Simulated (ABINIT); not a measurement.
# Quasiparticle gap of InP (F-43m) in ABINIT, part 3 of 3

How does a plane-wave GW calculation on InP (F-43m) run from the first input to the gap?

ABINIT 10.8.3; PBE and many-body steps on it, plane waves. Known limits of the many-body steps: not at the basis limit; mesh may overstate the screening; no spin-orbit coupling; coarse k mesh.

So far. Step 4 (Empty states on the mesh, 4×4×4 mesh, 153 bands): On this mesh the gap is 0.688 eV. Step 5 (Screening, 4×4×4 mesh, 145 bands, screening to 163.3 eV): Local fields lower ε∞ by 5 %. On a Γ-centred mesh this coarse the value itself is usually too large, while a short band sum pulls it down.

### 6. Self-energy, 4×4×4 mesh, 145 bands, screening to 163.3 eV

The self-energy is evaluated for the states that the input lists, and the levels follow from it, in one-shot runs by the linearised quasiparticle equation.

This step: G0W0 on PBE, plane waves, norm-conserving pseudopotentials.

File run.abi:

```
acell 3*1.0 Angstrom
rprim 
  -0.000000000000 2.934350000000 2.934350000000
  2.934350000000 -0.000000000000 2.934350000000
  2.934350000000 2.934350000000 -0.000000000000
ntypat 2
znucl 49 15
natom 2
typat 1 2
xred 
  0.000000000000 0.000000000000 0.000000000000
  0.250000000000 0.250000000000 0.250000000000
pp_dirpath "pseudos"
pseudos "In.upf, P.upf"
ecut 33
ngkpt 4 4 4
nshiftk 1
shiftk 0 0 0
kptopt 1
chksymbreak 0
istwfk *1
occopt 1
irdwfk 1
optdriver 4
nband 145
gwcalctyp 0
ecutsigx 33
symsigma 1
nkptgw 1
kptgw 
  0.0000000000 0.0000000000 0.0000000000
bdgw 
  11 17
ecuteps 6
irdscr 1
ppmodel 1
indata_prefix "in"
outdata_prefix "out"
tmpdata_prefix "tmp"
```

Run with:

```bash
$ OMP_NUM_THREADS=1 mpirun -n 8 abinit run.abi > log
```

Numbers of over 12 decimals in the logs are rounded to 6 here.

Output:

```text
.Version 10.8.3 of ABINIT. v10.8.2 released Aug 2026.

 Symmetries : space group F-4 3 m (#216); Bravais cF (face-center cubic)
[... echo of the input left out ...]
== DATASET  1 ==================================================================
-   mpi_nproc: 8, omp_nthreads: 1 (-1 if OMP is not activated)

--- !DatasetInfo
iteration_state: {dtset: 1, }
dimensions: {natom: 2, nkpt: 8, mband: 145, nsppol: 1, nspinor: 1, nspden: 1, mpw: 3119, }
cutoff_energies: {ecut:  33.0, pawecutdg:  -1.0, }
electrons: {nelect:   2.60000000E+01, charge:   0.00000000E+00, occopt:   1.00000000E+00, tsmear:   1.00000000E-02, }

 SIGMA: Calculation of the GW corrections

 Based on a program developped by R.W. Godby, V. Olevano, G. Onida, and L. Reining.
 Incorporated in ABINIT by V. Olevano, G.-M. Rignanese, and M. Torrent.
.Using double precision arithmetic ; gwpc =  8

[... cell and pseudopotentials left out ...]
--------------------------------------------------------------------------------

 ==== K-mesh for the wavefunctions ====
 Number of points in the irreducible wedge :     8
[... list of points left out ...]
 Together with 24 symmetry operations and time-reversal symmetry
 yields    64 points in the full Brillouin Zone.

 ==== Q-mesh for screening function ====
 Number of points in the irreducible wedge :     8
[... list of points left out ...]
 Together with 24 symmetry operations and time-reversal symmetry
 yields    64 points in the full Brillouin Zone.

 vcoul_init : cutoff-mode = AUXILIARY_FUNCTION
 q-points for optical limit:   1
     1)      0.000010    0.000020    0.000030
 setmesh: FFT mesh size selected  =    45x   45x   45
          total number of points  =        91125

 Number of electrons calculated from density =   26.0000; Expected =   26.0000
 average of density, n =  0.076245
 r_s =    1.4630
 omega_plasma =   26.6355 [eV]

 === KS Band Gaps ===
  >>>> For spin  1
   Minimum direct gap =   0.6876 [eV], located at k-point      :   0.0000  0.0000  0.0000
   Fundamental gap    =   0.6876 [eV], Top of valence bands at :   0.0000  0.0000  0.0000
                                       Bottom of conduction at :   0.0000  0.0000  0.0000
 SIGMA fundamental parameters:
 PLASMON POLE MODEL  1
 number of plane-waves for SigmaX                 3119
 number of plane-waves for SigmaC and W            259
 number of plane-waves for wavefunctions          3119
 number of bands                                   145
 number of independent spin polarizations            1
 number of spinorial components                      1
 number of k-points in IBZ                           8
 number of q-points in IBZ                           8
 number of symmetry operations                      24
 number of k-points in BZ                           64
 number of q-points in BZ                           64
 number of frequencies for dSigma/dE                 9
 frequency step for dSigma/dE [eV]                0.25
 number of omega for Sigma on real axis              0
 max omega for Sigma on real axis  [eV]           0.00
 zcut for avoiding poles [eV]                     0.10

 EPSILON^-1 parameters (SCR file):
 dimension of the eps^-1 matrix on file            259
 dimension of the eps^-1 matrix used               259
 number of plane-waves for wavefunctions          3119
 number of bands                                   145
 number of q-points in IBZ                           8
 number of frequencies                               2
 number of real frequencies                          1
 number of imag frequencies                          1

 matrix elements of self-energy operator (all in [eV])

 Perturbative Calculation

--- !SelfEnergy_ee
iteration_state: {dtset: 1, }
kpoint     : [   0.000,    0.000,    0.000, ]
spin       : 1
KS_gap     :    0.688
QP_gap     :    1.349
Delta_QP_KS:    0.661
data: !SigmaeeData |
     Band     E0 <VxcDFT>   SigX SigC(E0)      Z dSigC/dE  Sig(E)    E-E0       E
       11   4.922 -12.904 -14.799   1.128   0.775  -0.290 -13.499  -0.594   4.328
       12   4.922 -12.904 -14.799   1.128   0.775  -0.290 -13.499  -0.594   4.328
       13   4.922 -12.904 -14.799   1.128   0.775  -0.290 -13.499  -0.594   4.328
       14   5.610 -11.727  -7.731  -3.911   0.790  -0.266 -11.660   0.067   5.677
       15   9.010 -10.776  -6.305  -4.289   0.795  -0.258 -10.632   0.144   9.154
       16   9.010 -10.776  -6.305  -4.289   0.795  -0.258 -10.632   0.144   9.154
       17   9.010 -10.776  -6.305  -4.289   0.795  -0.258 -10.632   0.144   9.154

== END DATASET(S) ==============================================================
================================================================================

 -outvars: echo values of variables after computation  --------
           etotal      0.0000000000E+00
            nband         145
             nkpt           8
          spgroup         216
 [... the other variables as echoed above ...]

 Calculation completed.
```

Run time: 6.6 s. Hardware: 8 MPI ranks of Arm Neoverse V1, shared host; peak memory 1.4 GiB.

Numbers from this step:

| Quantity | Value |
| --- | --- |
| G0W0 gap on the points computed | 1.349 eV |
| starting gap on the mesh | 0.6876 eV |
| k of the valence top | 0, 0, 0 |
| k of the conduction bottom | 0, 0, 0 |
| Z at the valence top | 0.775 |
| Z at the conduction bottom | 0.79 |
| least direct G0W0 gap on the computed points | 1.349 eV |

The gap on the mesh goes from 0.69 eV to 1.35 eV, a correction of +0.66 eV.

Limits: finite bands, cutoff and mesh; no spin-orbit coupling; coarse k mesh. v1 is the top filled band, c1 the lowest empty one. Levels before and after the correction, in eV, zero at the valence-band top of each column:

```csv
,conduction bottom,valence top
Kohn-Sham,0.69,0.00
G0W0,1.35,0.00
```

```csv
,level,energy (eV)
Kohn-Sham,Γ v3-v1,0.000
Kohn-Sham,Γ c1,0.688
Kohn-Sham,Γ c2-c4,4.087
G0W0,Γ v3-v1,0.000
G0W0,Γ c1,1.349
G0W0,Γ c2-c4,4.826
```

### 7. Where the time went

Times are wall times on 8 MPI ranks of Arm Neoverse V1, shared host, good to a factor of about two.

| step | time | share | memory (GiB) |
| --- | --- | --- | --- |
| ground state | 8.6 s | 10 % | 0.6 |
| bands along the symmetry lines | 11 s | 13 % | 0.53 |
| empty states on the mesh | 31 s | 36 % | 4.6 |
| screening | 29 s | 34 % | 1.5 |
| self-energy | 6.6 s | 8 % | 1.4 |

### 8. Outcome

```
PBE gap              : 0.69 eV, direct
G0W0 gap on the mesh : 1.35 eV
GW settings          : 4×4×4 mesh, 145 bands, screening to 163.3 eV, Godby-Needs plasmon pole
known limits         : not at the basis limit; mesh may overstate the screening; no spin-orbit coupling; coarse k mesh
```

**Reading.** G0W0 moves the gap on the mesh from 0.69 eV to 1.35 eV (+0.66 eV), with Z of 0.78 and 0.79 at the edges. Local fields lower the RPA ε∞ on this mesh from 49.81 to 47.20; a Γ-centred mesh this coarse tends to raise both, most where the direct gap is narrow, while a short band sum lowers them. Only 1 of the mesh's irreducible points was corrected, so a valley elsewhere could overtake. Bands and cutoff are finite, so the gap is not at the basis limit. The miss can reach some tenths of an eV and take either sign; the mesh is an error of its own. In the G0W0 run levels were corrected at 1 k point alone, so a gap called «on the mesh» is the least over those, and an edge elsewhere would be missed. The 4×4×4 mesh is coarse for this cell, which bears on the long-range parts of exchange and screening. The RPA ε∞ on this mesh reaches over 25; with a narrow direct gap a coarse mesh can overstate it, and the correction is then too small. The many-body steps are scalar-relativistic: spin-orbit coupling is not in them.

[Paths, hosts, dates, memory and timing lines, banners, echoed tables and standing remarks are left out of the program output.]

[Logs are printed without paths, hosts, clocks, repeated set-up lines and the standing remarks that a program may print on its own settings, such as how far it seeks lower states.]

[Runs of the session that timed out or met a known fault of the program may be left out.]

[Hosts, paths, dates, database ids (printed as entryN), source tags and the programs' standing remarks are cut or masked in the printed files.]

[G0W0 gaps are taken among the corrected bands and points alone; a level outside them can change the order at an edge.]

[Where Ansatz stands beside ABINIT at settings called matched, ABINIT's density can come from a denser mesh and the files from another edition; pairs whose starting gaps differed by over 0.03 eV were left out, so agreement reads better than it is.]
